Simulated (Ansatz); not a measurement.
A (001) slab of TiAl3 (I4/mmm (No. 139)), 6 planes, outer planes TiAl (top) and Al (bottom), with 12 atoms (Ti3Al9) in a surface cell of A = 14.787 Å², as cut from the bulk:

```xyz
12
Lattice="3.8453 0.0000 0.0000 0.0000 3.8453 0.0000 0.0000 0.0000 25.7785" Properties=species:S:1:pos:R:3 pbc="T T T"
Al    1.9227    0.0000    7.5000
Al    0.0000    1.9227    7.5000
Ti    1.9227    1.9227    9.6557
Al    0.0000    0.0000    9.6557
Al    0.0000    1.9227   11.8114
Al    1.9227    0.0000   11.8114
Ti    0.0000    0.0000   13.9671
Al    1.9227    1.9227   13.9671
Al    1.9227    0.0000   16.1228
Al    0.0000    1.9227   16.1228
Ti    1.9227    1.9227   18.2785
Al    0.0000    0.0000   18.2785
```

These are results of Ansatz, DFT PBE, scalar-relativistic, plane waves, PAW, not measurements. Plane waves to 420 eV, a k mesh through Γ of 9×9×1 on the computed 12-atom cell and Gaussian smearing (0.10 eV); no spin polarisation. A dipole correction removes the field between periodic images along c.

Against the same 12 atoms in the bulk, the slab as cut lies 3.392 eV higher and the relaxed slab 3.312 eV higher.

(1) Work out the surface energy before and after relaxation.

(2) What is the ideal work of this cut, per area?

## Answers

(1) The slab has two faces, so γ = (E_slab − N·E_bulk)/(2A), the mean of both. As cut: 3.392/(2 × 14.787) = 0.1147 eV/Å², and 1 eV/Å² = 16.02 J/m², so γ = 1.84 J/m². Relaxed: 3.312/(2 × 14.787) = 0.1120 eV/Å² = 1.79 J/m². Relaxation recovers 2 % of the cost of cutting.

(2) Griffith's ideal work is 2γ: 3.67 J/m² if the new faces stay rigid, 3.59 J/m² if they relax. One thickness was run, 6 planes, so γ can still shift with it.